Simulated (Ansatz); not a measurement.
# ZrN: the cell at several levels of theory

One table from this session's results is given with a row withheld; the runs are named, their logs left out.

The COD entry's cell or inner coordinates are ideal or old and differ from later refinements, so a difference from it is no clean test against experiment.

Program: Ansatz 0.2.0. PAW datasets, plane waves, zero pressure. (Simulation; spin polarisation is off.)

6 further runs of the same task are left out: 6 set aside as unsound or not needed.

**The structure to begin with**

The symmetry is Fm-3m (No. 225, cubic); a = 4.600 Å in the conventional setting, 12.17 Å³ an atom. Zr has 6 N at 2.30 Å; N has 6 Zr at 2.30 Å.

The structure in full:

Space group Fm-3m (No. 225). a = 4.600 Å, b = 4.600 Å, c = 4.600 Å, α = 90.00°, β = 90.00°, γ = 90.00°
```
atom  site  symmetry       x       y       z
  Zr    4b      m-3m  0.5000  0.0000  0.0000
   N    4a      m-3m  0.0000  0.0000  0.0000
```

The first run:

input.yaml reads:

```yaml
crystal:
  lattice:
    - [0.0, 2.3, 2.3]
    - [2.3, 0.0, 2.3]
    - [2.3, 2.3, 0.0]
  atoms:
    - { symbol: Zr, position: [0.5, 0.5, 0.5] }
    - { symbol: "N", position: [0.0, 0.0, 0.0] }
kpoints:
  mp_grid: { grid: [8, 8, 8] }
hamiltonian:
  xc: pbe
scf:
  occupations: { method: fermi_dirac, width: 0.02 }
relax:
  f_tol: 0.005
  cell: {}
```

Launch:

```bash
> ansatz run input.yaml --threads 1 --pin off --max-ram 2304MiB --backend cpu --events-out ev --progress --plain --runs-dir out
```

Steps of the session up to this table: Relaxation with PBE; Relaxing with r2SCAN; PBEsol: cell and atoms; LDA: cell and atoms; Relaxation with HSE06.

One of the session's tables, all rows but one given; the rest of the session is left out.

| level | a (Å) | volume (Å³/atom) |
| --- | --- | --- |
| PBE | 4.596 | 12.136 |
| r2SCAN | 4.587 | 12.067 |
| PBEsol | 4.554 | 11.802 |
| LDA | ? | ? |
| HSE06 | 4.561 | 11.857 |

Estimate the missing values for LDA.

As computed: a (Å): 4.526; volume (Å³/atom): 11.588. In the column «a (Å)» it is the lowest.

What this shows: From the start to the first minimum the volume moved by -0.3 %. The volume runs from LDA (least) to PBE (most), a spread of 4.7 %, or 1.6 % in length if all axes shared it alike. The meshes differ: PBE 8×8×8, r2SCAN 8×8×8, PBEsol 8×8×8, LDA 8×8×8, HSE06 6×6×6.

Limits of these values: Warnings in the runs' records: filled band counts differ across k points.
